Squeezing tantalum by one percent of its volume takes a pressure of about 2 GPa, and a volume change of three percent costs an atom about 10 meV. These two sizes describe the metal near its rest volume. They do not say how the response changes on the way from a squeezed crystal to a stretched one. The table follows that change for the bcc metal, with one volume left open. What pressure and energy belong there, and would a straight line between the two neighbouring rows find them?

Bcc tantalum at a series of fixed volumes, computed with Ansatz 0.2.0: r2SCAN density functional theory, plane-wave PAW, scalar-relativistic, no spin polarisation, 500 eV cutoff, 18×18×18 k mesh, Gaussian smearing of 0.1 eV. Energies count from the minimum of a third-order Birch-Murnaghan fit; positive pressure means compression.

| volume per atom (Å³/atom) | energy over minimum (meV/atom) | pressure (GPa) |
| --- | --- | --- |
| 15.878 | 198.8 | 32.77 |
| 16.419 | 105.9 | 22.53 |
| 16.961 | 44.9 | 13.94 |
| 17.502 | 10.6 | 6.51 |
| 18.043 | ? | ? |
| 18.585 | 9.9 | -5.66 |
| 19.126 | 37.8 | -10.56 |
| 19.848 | 98.6 | -16.10 |

**From 15.878 to 17.502 Å³: the squeezed metal**

A positive pressure means that the crystal pushes outwards and has to be held in. It falls quickly down these four rows, but not evenly. The first step in volume releases 32.77 − 22.53 = 10.24 GPa, while the third, almost equal in size, releases only 13.94 − 6.51 = 7.43 GPa. The metal is stiffest where it is most compressed.

The usual picture of a metal explains this. Shared electrons, in tantalum largely d electrons, pull the atoms together. The push comes from electrons that are squeezed into less room and kept out of the filled shells of the atomic cores, which raises their kinetic energy. As the atoms approach, the push grows more steeply than the pull, so each further squeeze meets more resistance. The table gives only the total energy and not these two parts, so this cause is argued from general physics.

**From 18.585 to 19.848 Å³: the stretched metal**

Below the gap the pressure is negative: the crystal now pulls inwards and has to be held open. The first step here changes the pressure by 10.56 − 5.66 = 4.90 GPa, less than half of what a step of the same size did at the top of the table. This softening has to come sooner or later, because atoms drawn far apart no longer pull on one another.

The bulk modulus puts both stretches on one scale. It is the pressure change divided by the relative volume change that causes it. It is about 306 GPa between the two smallest volumes, 203 GPa across the gap and 150 GPa between the two largest volumes, so the stiffness halves along the table.

The last pressure, −16.10 GPa, should not be read as a strength that a real piece of tantalum could reach. The calculation scales a perfect cubic cell evenly, and such a cell has no way to shear or crack.

**The gap at 18.043 Å³: reasoning from both sides**

The pressure changes sign between the neighbours of the open row. Pressure is minus the slope of energy against volume, so the energy minimum lies in this gap. The open question is where.

The energies on the two sides help to place it. Three percent away from the open volume, the squeezed crystal costs 10.6 − 9.9 = 0.7 meV more than the stretched one. Six percent away, the difference is 44.9 − 37.8 = 7.1 meV, about ten times as much. If the minimum merely sat off-centre, doubling the distance would only double the difference. A lopsided valley with its minimum in the middle would multiply it by eight, which is much closer to what the table shows.

The same lopsidedness bends the pressure curve, and a straight line ignores the bend. Drawn between the neighbours, the line gives 0.43 GPa at the open volume. Let δ be the relative change of volume from the minimum, B the bulk modulus there, and B′ the rate at which B grows with pressure. To second order the pressure is then

P = −B δ + ½ B (B′ + 1) δ²

The first term has opposite signs at the two neighbours and cancels in their average. The second has the same sign on both sides, so it lifts the straight line above the true curve.

The size of this lift can be worked out by hand. The known pressures give B = 202 GPa and B′ = 3.78, and each neighbour is 3.00 % away. The lift is ½ × 202 × 4.78 × 0.0300² ≈ 0.43 GPa, as large as the straight-line value itself. Nothing noticeable is left once it is subtracted. The estimate isn't independent of the neighbours, since they helped to fix B and B′.

The forecast itself comes from a smooth curve fitted to all seven known rows, the third-order Birch-Murnaghan form. It writes the energy as a cubic polynomial in V^(−2/3), where V is the volume per atom, and the pressure follows as minus its slope. Pressures and energies were fitted separately, the energies with their minimum held at zero because the column is counted from there. Both fits put the minimum at 18.04 Å³. This shows that the two columns agree with each other, but it is no outside test, as both come from the same runs.

The forecasts are the model's own values:

- **Pressure:** −0.05 GPa, with a range from −0.2 to +0.2 GPa. It should be close to zero, and its sign is open.
- **Energy over minimum:** 0.0 meV per atom, with a range from −0.3 to +0.3 meV. A slightly negative value is possible, because a computed point may lie below the fitted curve.

The ranges are somewhat wider than the worst misses among the fitted rows, 0.12 GPa and 0.24 meV. Both occur at 16.419 Å³, and the data do not reveal why that row lies off the curve. Leaving out one known row at a time gives typical misses of 0.14 GPa and 0.36 meV, so by that measure the energy range is a narrow one. The pressure can in fact be known beforehand: the cell of 18.04 Å³ is the relaxed one, and relaxing a cell means changing it until the pressure is close to zero. The fits make no use of this, so the forecast tests whether the other rows point to the same volume.

**The gap filled**

The withheld rows as computed:

| volume per atom (Å³/atom) | energy over minimum (meV/atom) | pressure (GPa) |
| --- | --- | --- |
| 18.043 | -0.1 | 0.00 |

Both values fall within their ranges. The computed pressure is zero to the printed digits because this row is the relaxed cell, whose volume was adjusted until the pressure all but vanished. The model was too low by 0.05 GPa. At a bulk modulus of 202 GPa, that miss corresponds to a volume error of about 0.02 %. It is no larger than the usual scatter of the known pressures about the curve, so it needs no physical cause of its own.

The hand estimate came closer to zero than the full fit. It starts from the two neighbours, whereas the fitted curve balances seven slightly scattered rows and need not pass through any of them. One row is too little to show that the shorter route is better.

The energy is −0.1 meV, and the model was too high by that amount. The minus sign does not reveal a second, deeper state of the metal. Energies are counted from the bottom of a smooth fitted curve, and this point lies below it by one unit of the last printed digit. The hit is also a mild one, because the zero of the energy was built into the model. The pressure is the better test, though an easy one with known rows on both sides.

The straight line fails for both quantities. It misses the pressure by 0.43 GPa, well outside the forecast range, and the energy by about 10 meV. The energy error is the plainer of the two: a line between two points on the walls of a valley passes above the floor midway between them by about the average height of the two points.

For anyone who reads between rows of such a table, the size of the step decides the matter. The error of the straight line grows with the square of the step, so rows half as far apart would reduce 0.43 GPa to about 0.11 GPa. The pressure error also grows in proportion to the bulk modulus, so at equal B′ and equal relative steps it is larger in a stiffer metal. The pressures themselves grow in the same proportion, so the relative error stays the same. The printed output after this text gives the fits in full.

Output of the analysis:

```
fit of pressure on 7 rows: coefficient of w 0.4375 +/- 0.043, coefficient of w*y 303.7 +/- 0.67, coefficient of w*y**2 -51.2 +/- 13; rms 0.0562, worst 16.419 0.115, leave-one-out rms 0.143
  rows outside the fit (model, value, miss): 18.043 -0.04513, 0, -0.0451
fit of energy_over_minimum on 7 rows: coefficient of ((s/volume)**(2/3) - 1)**2 25610 +/- 23, coefficient of ((s/volume)**(2/3) - 1)**3 -4695 +/- 295, s 18.04; rms 0.12, worst 16.419 0.24, leave-one-out rms 0.36
  rows outside the fit (model, value, miss): 18.043 0.0004082, -0.1, 0.1
equilibrium volume from pressures, A^3 per atom: 18.04
equilibrium volume from energies, A^3 per atom: 18.04
bulk modulus from pressures, GPa: 201.5
bulk modulus from energies, GPa: 202.2
pressure derivative of bulk modulus, from pressures: 3.776
pressure derivative of bulk modulus, from energies: 3.633
straight-line pressure at the withheld volume, GPa: 0.4306
straight-line energy at the withheld volume, meV per atom: 10.25
relative volume step to each neighbour, percent: 3.001
height of the chord above the pressure curve by the hand formula, GPa: 0.4335
harmonic energy at that volume step, meV per atom: 10.22
bulk modulus from the two smallest volumes, GPa: 305.7
bulk modulus from the two neighbours of the withheld row, GPa: 202.8
bulk modulus from the two largest volumes, GPa: 149.5
extra energy of 6 percent compression over 6 percent expansion, meV per atom: 7.1
```
